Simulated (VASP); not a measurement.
Wanted: the native input for a VASP 6.6.1 run.

* Task: single point
* Functional: r2SCAN
* Potentials or basis: VASP PAW PBE potentials, release 64 (Ta_pv)
* Cutoff: 520 eV
* k mesh: 18 × 18 × 18
* Occupations: gaussian, width 0.05 eV
* Spin: no spin polarisation
* Dipole correction: no
* Further INCAR settings: ALGO = Normal; EDIFF = 1e-06; NBANDS = 12

Ta:

```
Ta
1.0
     0.00000    2.11630    2.11630
     2.11630    0.00000    2.11630
     2.11630    2.11630    0.00000
Ta
1
Direct
  0.00000 0.00000 0.00000
```

The cell was built by a generator and needn't be a form met in nature.

The input as run:

POSCAR

```
Ta
1.0
    0.0000000000      2.1163036255      2.1163036255
    2.1163036255      0.0000000000      2.1163036255
    2.1163036255      2.1163036255      0.0000000000
Ta
1
Direct
    0.0000000000      0.0000000000      0.0000000000
```

INCAR.step1

```
PREC = Accurate
ENCUT = 520
ISMEAR = 0
SIGMA = 0.05
LREAL = F
LASPH = T
NELM = 100
NBANDS = 12
GGA = PE
ALGO = Normal
EDIFF = 1E-4
LWAVE = T
LCHARG = F
```

INCAR.step2

```
PREC = Accurate
ENCUT = 520
EDIFF = 1E-6
ISMEAR = 0
SIGMA = 0.05
LREAL = F
LASPH = T
NELM = 100
ALGO = Normal
ISIF = 2
LWAVE = F
LCHARG = F
METAGGA = R2SCAN
LMIXTAU = T
NBANDS = 12
ISTART = 1
```

KPOINTS

```
Automatic mesh
0
Gamma
  18 18 18
```

Potentials or basis: VASP PAW PBE potentials, release 64 (Ta_pv).

Run with:

```bash
$ cat potpaw_PBE.64/Ta_pv/POTCAR > POTCAR
$ cp INCAR.step1 INCAR
$ mpirun -np 1 vasp_std > vasp.out
$ cp INCAR.step2 INCAR
$ mpirun -np 1 vasp_std > vasp.out
```

It gave:

```
Pressure               : -3.0 GPa
Band gap on the k mesh : none (metal or under the smearing width)
```

Caveat: the PAW data sets were made with another functional, which shifts forces and pressure a little.

Run time: 2.3 min on 1 thread of AMD EPYC 7R43 64-Core Processor (Zen 3) (shared host), peak memory 0.14 GiB.
